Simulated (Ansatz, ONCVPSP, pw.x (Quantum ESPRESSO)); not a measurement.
# hafnium (fcc): variants of one ONCV potential in the solid

- Element: hafnium
- Generator: ONCVPSP 4.0.1.1 (patched build)
- Type: optimised norm-conserving Vanderbilt (ONCV)
- Functional: PBE
- Relativity: scalar-relativistic
- Frozen core: [Kr] 4d10 4f14
- Valence charge: 12
- Reference configuration: 5s2 5p6 5d2 6s2
- Partial waves: 5s+6s: rc 2.10 bohr, ncon 4, nbas 7, qcut 5.1 1/bohr, 2 projectors; 5p: rc 1.60 bohr, ncon 4, nbas 9, qcut 10.1 1/bohr, 2 projectors, debl 3.5 Ha; 5d: rc 3.05 bohr, ncon 5, nbas 10, qcut 4.2 1/bohr, 2 projectors, debl 0.9 Ha
- Local potential: polynomial inside 1.30 bohr (lpopt 5, dvloc0 0 Ha)
- Core correction: polynomial model core, fcfact 0.7

Crystal test: fcc Hf in pw.x 7.5, no spin, 13³ k-points, Fermi–Dirac smearing 0.01 Ry, cutoffs set for each file from its atomic test. The reference is all-electron LAPW (Ansatz 0.2.0) with the same functional, mesh and smearing; V0 and B0 come from Birch–Murnaghan fits to the pressures at five volumes. Errors are pseudo minus all-electron; Δ is the rms difference of the E(V) curves that follow from these fits, minima aligned, over ±6 % about the mean V0. Mesh and smearing are coarse, so the numbers serve the comparison and aren't converged zero-temperature values; the lattice is a test structure that the element need not adopt.

All-electron: a0 = 4.490 Å (V0 = 22.63 Å³/atom), B0 = 101.6 GPa.

Base: Atomic configuration tests: 1 of 4 tests not solved or not reliable.

A dash in a converged row means that the minimum lies outside the volumes sampled.

| change | cutoffs (Ry) | pw.x | a0 (Å) | a0 error (%) | B0 error (%) | Δ (meV/atom) | mean pressure error (GPa) |
| --- | --- | --- | --- | --- | --- | --- | --- |
| base | 85/340 | converged | 4.471 | -0.42 | -2.5 | 6.3 | -1.24 |
| d: rc 2.32 | 140/560 | converged | 4.474 | -0.36 | -0.5 | 5.5 | -1.09 |
| d: rc 2.82 | 85/340 | converged | 4.472 | -0.39 | -1.5 | 5.9 | -1.16 |
| d: rc 3.16 | 85/340 | converged | 4.469 | -0.46 | -3.0 | 7.0 | -1.36 |
| d: rc 3.68 | 85/340 | converged | 4.452 | -0.85 | -6.2 | 12.5 | -2.37 |
| d: rc 4.28 | 85/340 | converged | – | – | – | – | -4.34 |
